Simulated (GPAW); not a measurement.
Input of a GPAW 26.7.0 run:

The input run.py:

```python
from ase import Atoms
from ase.dft.bandgap import bandgap
from ase.io import write
from ase.units import GPa
from gpaw import GPAW, PW

atoms = Atoms(['Hg', 'Se'],
              cell=[[0.0, 3.039, 3.039],
                    [3.039, 0.0, 3.039],
                    [3.039, 3.039, 0.0]],
              scaled_positions=[[0.0, 0.0, 0.0],
                                [0.75, 0.75, 0.75]],
              pbc=True)

calc = GPAW(mode=PW(500),
            xc='LDA',
            kpts={'size': (6, 6, 6), 'gamma': True},
            occupations={'name': 'fermi-dirac', 'width': 0.01},
            nbands=18,
            convergence={'density': 1e-05, 'energy': 1e-05},
            maxiter=150,
            txt='gpaw.txt')
atoms.calc = calc
energy = atoms.get_potential_energy()
forces = atoms.get_forces()
stress = atoms.get_stress()
calc.write('gs.gpw')
write('result.traj', atoms)
print(f'Energy: {energy:.6f} eV')
print('Forces (eV/A):')
print(forces.round(4))
print('Stress (GPa):', (stress / GPa).round(3))
print('Fermi level:', round(calc.get_fermi_level(), 4), 'eV')
print(f'Gap: {bandgap(calc)[0]:.4f} eV, direct: {bandgap(calc, direct=True)[0]:.4f} eV')
```

Potentials or basis: the program's PAW data sets (release 1.2.1) made for this functional, pw.

Run with:

```bash
$ OMP_NUM_THREADS=1 python run.py
```

Question: Estimate the band gap on the k mesh.

Answer: None (metal or under the smearing width).

Question: Estimate the pressure.

Answer: -0.1 GPa.

Caveat: the cutoff is short for stress and forces, so pressures can be off by a GPa or more. The run has no spin-orbit coupling, so splittings on Hg are missing.
